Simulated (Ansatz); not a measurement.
```
CELL_PARAMETERS angstrom
0.00000 2.71550 2.71550
2.71550 0.00000 2.71550
2.71550 2.71550 0.00000
ATOMIC_POSITIONS crystal
Si 0.00000 0.00000 0.00000
Si 0.25000 0.25000 0.25000
```

```
orbitals        : PBE
datasets        : hard PAW set made for 700 eV
k mesh          : 4×4×4
empty bands     : 105
response cutoff : 200 eV
wave cutoff     : 700 eV
frequencies     : contour deformation
q → 0 term      : the completed-sum build's own treatment
band sums       : completed
```

Program: Ansatz. The Kohn-Sham gap (from Γ to k = (0, -0.5, -0.5)) is 0.69 eV.

Task: What G0W0 gap follows between the same band edges?

Result: 1.28 eV, a change of +0.58 eV. The valence edge moves by -0.78 eV (Z = 0.76) and the conduction edge by -0.20 eV (Z = 0.78).

This ran on a trial build of the method. The cell is a model at fixed atoms and needn't be the relaxed known crystal. Points k are given in fractions of the reciprocal vectors. The mesh is coarse, so these are values at the stated settings, not converged ones. The response is still cut, so the gap isn't quite at its basis limit. The build that completes the sums treats q → 0 its own way, which shifts gaps on a coarse mesh by up to tenths of an eV. The gap is read on the mesh, and the crystal's band edges can lie off it. So coarse a mesh can overscreen strongly, which shrinks the G0W0 correction.
